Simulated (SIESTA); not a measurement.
# HfO2 (P4_2/nmc) in SIESTA: a series of runs, part 3 of 3

SIESTA 5.4.2.

## (8) Single point, LDA, 10.91 Å³/atom

The input, HfO2.fdf:

```
SystemName                      HfO2
SystemLabel                     HfO2
NumberOfSpecies                 2
NumberOfAtoms                   6
%block ChemicalSpeciesLabel
  1  72 Hf
  2   8 O
%endblock ChemicalSpeciesLabel

LatticeConstant                 1.0 Ang
%block LatticeVectors
     3.5580193300     0.0000000000     0.0000000000
     0.0000000000     3.5580193300     0.0000000000
     0.0000000000     0.0000000000     5.1718612100
%endblock LatticeVectors
AtomicCoordinatesFormat         Fractional
%block AtomicCoordinatesAndAtomicSpecies
     0.0000000000     0.0000000000     0.0000000000  1  Hf
     0.5000000000     0.5000000000     0.5000000000  1  Hf
     0.0000000000     0.5000000000     0.1972078800  2  O
     0.5000000000     0.0000000000     0.3027921200  2  O
     0.5000000000     0.0000000000     0.8027921200  2  O
     0.0000000000     0.5000000000     0.6972078800  2  O
%endblock AtomicCoordinatesAndAtomicSpecies

%block kgrid.MonkhorstPack
    6   0   0  0.0
    0   6   0  0.0
    0   0   4  0.0
%endblock kgrid.MonkhorstPack
XC.Functional                   LDA
XC.Authors                      PW92
PAO.BasisSize                   DZP
PAO.EnergyShift                 0.003 Ry
Mesh.Cutoff                     800 Ry
OccupationFunction              FD
ElectronicTemperature           0.05 eV
MaxSCFIterations                120
SCF.MustConverge                false
SCF.Mixer.Method                Pulay
SCF.Mixer.Weight                0.25
SCF.Mixer.History               8
SCF.DM.Tolerance                5.0e-05
SCF.H.Tolerance                 1.0e-03 eV
WriteForces                     true
Charge.Mulliken                 end
%block PAO.Basis
  Hf 5
  n=5 0 2
    3.241 0.000
  n=6 0 2
    8.098 0.000
  n=5 1 2
    3.929 0.000
  n=6 1 1
    8.098
  n=5 2 2
    7.811 0.000
%endblock PAO.Basis
```

On the command line:

```
$ siesta < HfO2.fdf > HfO2.out 2>&1
```

Run time: 2.9 min. Hardware: 1 thread of AMD EPYC 7R43 (Zen 3), shared host; peak memory 0.52 GiB.

It converged, with:

```yaml
Free_energy: -4879.9984 eV
Pressure: -3.4 GPa
Largest_force: 0.158 eV/Å
Band_gap_on_the_k_mesh: 4.43 eV, indirect (least direct gap 4.51 eV)
```

Caveat: short orbitals over semicore shells can move pressures by several GPa; spin-orbit coupling is left out, which moves the levels of the heavy elements; the basis of atomic orbitals isn't converged, which shifts pressures, moduli and gaps.

## (9) Single point, LDA, 11.13 Å³/atom

HfO2.fdf: that of step 8 with these lines changed.

```diff
@@ -11,5 +11,5 @@
 %block LatticeVectors
-     3.5580193300     0.0000000000     0.0000000000
-     0.0000000000     3.5580193300     0.0000000000
-     0.0000000000     0.0000000000     5.1718612100
+     3.5815830586     0.0000000000     0.0000000000
+     0.0000000000     3.5815830586     0.0000000000
+     0.0000000000     0.0000000000     5.2061129447
 %endblock LatticeVectors
```

Potentials or basis: PseudoDojo 0.4 standard (LDA files), DZP (energy shift 0.003 Ry; two zetas on semicore shells).

On the command line:

```
$ siesta HfO2.fdf > HfO2.out 2>&1
```

Run time: 2.7 min. Hardware: 1 thread of AMD EPYC 7R43 (Zen 3), shared host; peak memory 0.52 GiB.

It converged, with:

```
Free energy            : -4879.9504 eV
Pressure               : -8.3 GPa
Largest force          : 0.049 eV/Å
Band gap on the k mesh : 4.37 eV, indirect (least direct gap 4.44 eV)
```

Caveat: short orbitals over semicore shells can move pressures by several GPa; spin-orbit coupling is left out, which moves the levels of the heavy elements; the basis of atomic orbitals isn't converged, which shifts pressures, moduli and gaps.

## (10) Single point, LDA, 11.35 Å³/atom

HfO2.fdf: that of step 9 with these lines changed.

```diff
@@ -11,5 +11,5 @@
 %block LatticeVectors
-     3.5815830586     0.0000000000     0.0000000000
-     0.0000000000     3.5815830586     0.0000000000
-     0.0000000000     0.0000000000     5.2061129447
+     3.6048407432     0.0000000000     0.0000000000
+     0.0000000000     3.6048407432     0.0000000000
+     0.0000000000     0.0000000000     5.2399198202
 %endblock LatticeVectors
```

On the command line:

```
$ siesta < HfO2.fdf > HfO2.out 2>&1
```

Wall time 2.6 min (1 thread of AMD EPYC 7R43 (Zen 3), shared host); peak memory 0.51 GiB.

The run converged. Its results:

- Free energy: -4879.8647 eV
- Pressure: -12.6 GPa
- Largest force: 0.049 eV/Å
- Band gap on the k mesh: 4.30 eV, indirect (least direct gap 4.37 eV)

Caveat: short orbitals over semicore shells can move pressures by several GPa; spin-orbit coupling is left out, which moves the levels of the heavy elements; the basis of atomic orbitals isn't converged, which shifts pressures, moduli and gaps.

## (11) Single point, LDA, 11.57 Å³/atom

HfO2.fdf: that of step 10 with these lines changed.

```diff
@@ -11,5 +11,5 @@
 %block LatticeVectors
-     3.6048407432     0.0000000000     0.0000000000
-     0.0000000000     3.6048407432     0.0000000000
-     0.0000000000     0.0000000000     5.2399198202
+     3.6278021313     0.0000000000     0.0000000000
+     0.0000000000     3.6278021313     0.0000000000
+     0.0000000000     0.0000000000     5.2732960055
 %endblock LatticeVectors
```

On the command line:

```
$ siesta HfO2.fdf > HfO2.out 2>&1
```

It took 2.4 min on 1 thread of AMD EPYC 7R43 (Zen 3), shared host; peak memory 0.5 GiB.

It converged, with:

* Free energy: -4879.7451 eV
* Pressure: -16.6 GPa
* Largest force: 0.143 eV/Å
* Band gap on the k mesh: 4.24 eV, indirect (least direct gap 4.30 eV)

Caveat: short orbitals over semicore shells can move pressures by several GPa; spin-orbit coupling is left out, which moves the levels of the heavy elements; the basis of atomic orbitals isn't converged, which shifts pressures, moduli and gaps.

## (12) Equation of state, LDA

Potentials or basis: PseudoDojo 0.4 standard (LDA files), DZP (energy shift 0.003 Ry; two zetas on semicore shells).

This step only gathers the single runs of the series.

What came out:

| Quantity | Value |
| --- | --- |
| Equilibrium volume | 10.77 Å³/atom |
| Bulk modulus at fixed shape and positions | 270 GPa |
| Pressure derivative of the bulk modulus | 4.2 |

Energy against volume, from the lowest point:
| volume (Å³/atom) | energy (meV/atom) |
| --- | --- |
| 10.257 | 22.07 |
| 10.476 | 6.73 |
| 10.694 | 0.00 |
| 10.912 | 1.02 |
| 11.130 | 9.02 |
| 11.349 | 23.32 |
| 11.567 | 43.24 |

Caveat: short orbitals over semicore shells can move pressures by several GPa; the cell was scaled at fixed shape and fractional positions, which overstates the stiffness of a crystal with free parameters, most of all of layers and chains; the basis of atomic orbitals isn't converged, which shifts pressures, moduli and gaps. Spin-orbit coupling is left out, which matters for the levels of Hf.

## (13) Overview

| task | level | potentials or basis | k mesh | gap on the mesh (eV) | pressure (GPa) | largest force (eV/Å) |
| --- | --- | --- | --- | --- | --- | --- |
| band structure | PBE | PseudoDojo 0.4 standard (PBE files), DZP (energy shift 0.003 Ry; two zetas on semicore shells) | 8 × 8 × 5 | 4.60 | 12.7 | 0.30 |
| band structure | LDA | PseudoDojo 0.4 standard (LDA files), DZP (energy shift 0.003 Ry; two zetas on semicore shells) | 8 × 8 × 5 | 4.44 | -3.4 | 0.16 |
| equation of state | LDA | PseudoDojo 0.4 standard (LDA files), DZP (energy shift 0.003 Ry; two zetas on semicore shells) | 6 × 6 × 4 | - | - | - |

Alike in all rows: no spin polarisation; cell as given; smearing fermi-dirac 0.05 eV; grid cutoff 800 Ry; energy shift 0.003 Ry.

Caveats: short orbitals over semicore shells can move pressures by several GPa; the basis of atomic orbitals isn't converged, which shifts pressures, moduli and gaps; spin-orbit coupling is left out, which moves the levels of the heavy elements (some runs); the cell was scaled at fixed shape and fractional positions, which overstates the stiffness of a crystal with free parameters, most of all of layers and chains (some runs).

Absolute energies hang on the potentials; compare differences alone.
